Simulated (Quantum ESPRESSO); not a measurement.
Crystal: WS2.

```
CELL_PARAMETERS angstrom
1.57900 0.91164 6.16333
-1.57900 0.91164 6.16333
0.00000 -1.82327 6.16333
ATOMIC_POSITIONS crystal
W 0.00000 0.00000 0.00000
S 0.58100 0.58100 0.58100
S 0.75030 0.75030 0.75030
```

Measurements of this composition are mostly on another form, of space group No. 194.

Below is the output of Quantum ESPRESSO 7.5 for this cell. Logs are shortened: lines on timing, memory, paths and dates and some standing lists are left out, and cuts for length are marked.

```text
This program is part of the open-source Quantum ESPRESSO suite
     for quantum simulation of materials; please cite
         "P. Giannozzi et al., J. Phys.:Condens. Matter 21 395502 (2009);
         "P. Giannozzi et al., J. Phys.:Condens. Matter 29 465901 (2017);
         "P. Giannozzi et al., J. Chem. Phys. 152 154105 (2020);
     in publications or presentations arising from this work. More details at

     Message from routine setup:
     using ibrav=0 with symmetry is DISCOURAGED, use correct ibrav instead

     K-points division:     npool     =       2
     Subspace diagonalization in iterative solution of the eigenvalue problem:
     a serial algorithm will be used

     G-vector sticks info
     --------------------
     sticks:   dense  smooth     PW     G-vecs:    dense   smooth      PW
     Sum        2491    1251    417                57493    20353    3859

     Using Slab Decomposition

     bravais-lattice index     =            0
     lattice parameter (alat)  =      12.1460  a.u.
     unit-cell volume          =     359.2255 (a.u.)^3
     number of atoms/cell      =            3
     number of atomic types    =            2
     number of electrons       =        26.00
     number of Kohn-Sham states=           20
     kinetic-energy cutoff     =      56.0000  Ry
     charge density cutoff     =     448.0000  Ry
     scf convergence threshold =      6.0E-10
     mixing beta               =       0.5000
     number of iterations used =            8  plain     mixing
     Exchange-correlation= SLA  PW   PSX  PSC
                           (   1   4  10   8   0   0   0)

     celldm(1)=  12.145956  celldm(2)=   0.000000  celldm(3)=   0.000000
     celldm(4)=   0.000000  celldm(5)=   0.000000  celldm(6)=   0.000000

     crystal axes: (cart. coord. in units of alat)
               a(1) = (   0.245668   0.141837   0.958921 )
               a(2) = (  -0.245668   0.141837   0.958921 )
               a(3) = (   0.000000  -0.283673   0.958921 )

     reciprocal axes: (cart. coord. in units 2 pi/alat)
               b(1) = (  2.035264  1.175060  0.347613 )
               b(2) = ( -2.035264  1.175060  0.347613 )
               b(3) = (  0.000000 -2.350120  0.347613 )

     PseudoPot. # 1 for W  read from file:
     w_pbesol_v1.2.uspp.F.UPF
     Pseudo is Ultrasoft + core correction, Zval = 14.0
     Generated by new atomic code, or converted to UPF format
[... 23 lines left out ...]
                l(6) =   2
     Q(r) pseudized with  8 coefficients,  rinner =    1.300   1.300   1.300
                                                       1.300   1.300

     atomic species   valence    mass     pseudopotential
     W                14.00   183.84000     W ( 1.00)
     S                 6.00    32.06000     S ( 1.00)

      6 Sym. Ops. (no inversion) found

   Cartesian axes

     site n.     atom                  positions (alat units)
         1        W      tau(   1) = (   0.0000000   0.0000000   0.0000000  )
         2        S      tau(   2) = (   0.0000000   0.0000000   1.6713992  )
         3        S      tau(   3) = (   0.0000000   0.0000000   2.1584352  )

     number of k points=   116  Fermi-Dirac smearing, width (Ry)=  0.0037

     Number of k-points >= 100: set verbosity='high' to print them.

     Dense  grid:    57493 G-vectors     FFT dimensions: (  81,  81,  81)

     Smooth grid:    20353 G-vectors     FFT dimensions: (  60,  60,  60)

     Initial potential from superposition of free atoms

     starting charge      25.8996, renormalised to      26.0000

     negative rho (up, down):  6.261E-02 0.000E+00
     Starting wfcs are   21 randomized atomic wfcs

     Self-consistent Calculation

     iteration #  1     ecut=    56.00 Ry     beta= 0.50
     Davidson diagonalization with overlap
     ethr =  1.00E-02,  avg # of iterations =  5.5

     Threshold (ethr) on eigenvalues was too large:
     Diagonalizing with lowered threshold

     Davidson diagonalization with overlap
     ethr =  3.09E-04,  avg # of iterations =  3.8

     negative rho (up, down):  6.463E-02 0.000E+00
[... 76 lines left out ...]
     iteration # 10     ecut=    56.00 Ry     beta= 0.50
     Davidson diagonalization with overlap
     ethr =  4.89E-11,  avg # of iterations =  2.8

     negative rho (up, down):  6.740E-02 0.000E+00

     End of self-consistent calculation

     Number of k-points >= 100: set verbosity='high' to print the bands.

     the Fermi energy is    12.1438 ev

!    total energy              =    -207.26590460 Ry
     estimated scf accuracy    <          1.6E-10 Ry
     smearing contrib. (-TS)   =      -0.00000003 Ry
     internal energy E=F+TS    =    -207.26590457 Ry

     The total energy is F=E-TS. E is the sum of the following terms:
     one-electron contribution =     -80.57281241 Ry
     hartree contribution      =      51.07520177 Ry
     xc contribution           =     -57.84206577 Ry
     ewald contribution        =    -119.92622816 Ry

     convergence has been achieved in  10 iterations

     negative rho (up, down):  6.740E-02 0.000E+00

     Forces acting on atoms (cartesian axes, Ry/au):

     atom    1 type  1   force =    -0.00000000   -0.00000000   -0.02345881
     atom    2 type  2   force =     0.00000000   -0.00000000    0.01321240
     atom    3 type  2   force =     0.00000000   -0.00000000    0.01024641

     Total force =     0.028808     Total SCF correction =     0.000027

     Computing stress (Cartesian axis) and pressure

     negative rho (up, down):  6.740E-02 0.000E+00
          total   stress  (Ry/bohr**3)                   (kbar)     P=       -4.19
  -0.00005356   0.00000000   0.00000000           -7.88        0.00        0.00
  -0.00000000  -0.00005356  -0.00000000           -0.00       -7.88       -0.00
   0.00000000  -0.00000000   0.00002169            0.00       -0.00        3.19

=------------------------------------------------------------------------------=
   JOB DONE.
=------------------------------------------------------------------------------=
```

Write the input and the command behind it.

Single point with PBEsol, no spin polarisation. The files as run (others can give the same):

pw.in
```
&CONTROL
  calculation = 'scf'
  prefix = 'pwscf'
  outdir = './tmp'
  pseudo_dir = './pseudo'
  tprnfor = .true.
  tstress = .true.
  disk_io = 'nowf'
/
&SYSTEM
  ibrav = 0
  A = 6.42736331
  nat = 3
  ntyp = 2
  ecutwfc = 56
  ecutrho = 448
  nbnd = 20
  occupations = 'smearing'
  smearing = 'fd'
  degauss = 0.00367493
/
&ELECTRONS
  conv_thr = 6d-10
  electron_maxstep = 120
  mixing_beta = 0.5
/
ATOMIC_SPECIES
W    183.8400 w_pbesol_v1.2.uspp.F.UPF
S     32.0600 s_pbesol_v1.4.uspp.F.UPF
CELL_PARAMETERS alat
   0.2456683906    0.1418367114    0.9589209503
  -0.2456683906    0.1418367114    0.9589209503
   0.0000000000   -0.2836734229    0.9589209503
ATOMIC_POSITIONS alat
W      0.0000000000    0.0000000000    0.0000000000
S      0.0000000000    0.0000000000    1.6713992164
S      0.0000000000    0.0000000000    2.1584351671
K_POINTS automatic
10 10 10 0 0 0
```

Potentials or basis: GBRV 1.5 PBEsol.
The run is started by
```sh
$ OMP_NUM_THREADS=1 mpirun -n 2 pw.x -nk 2 -in pw.in > pw.out
```

Caveat: spin-orbit coupling is left out, which moves the levels of the heavy elements.
